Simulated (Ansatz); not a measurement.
The system is HfC.

```xyz
4
Lattice="3.3429 0.0000 0.0000 -1.6714 2.8950 0.0000 0.0000 0.0000 5.2027" Properties=species:S:1:pos:R:3 pbc="T T T"
Hf    0.0000    1.9300    1.3007
Hf    1.6714    0.9650    3.9020
C     0.0000    0.0000    2.6014
C     0.0000    0.0000    0.0000
```

The cell comes from a database or a generator and needn't be the stable form of this composition.

Base run:

- Program: Ansatz 0.2.0
- Functional: LDA
- Potentials or basis: Ansatz PAW
- Cutoff: 420 eV (not typed: the program's choice for these potentials)
- k mesh: 9 × 9 × 5
- Occupations: fermi-dirac, width 0.05 eV
- Spin: no spin polarisation

Its results: band gap on the k mesh none (metal or under the smearing width); pressure -12.6 GPa.

Problem. The run is repeated on the same cell with these changes: functional from LDA to r2SCAN; cutoff from 420 eV (not typed: the program's choice for these potentials) to 500 eV (not typed: the program's choice for these potentials). What comes out?

Solution. Band gap on the k mesh none (metal or under the smearing width); pressure -2.7 GPa.

Caveats: spin-orbit coupling is left out, which moves the levels of the heavy elements; the PAW data sets come from PBE, with cores solved anew for the run's functional, which leaves a small shift of forces and pressure.
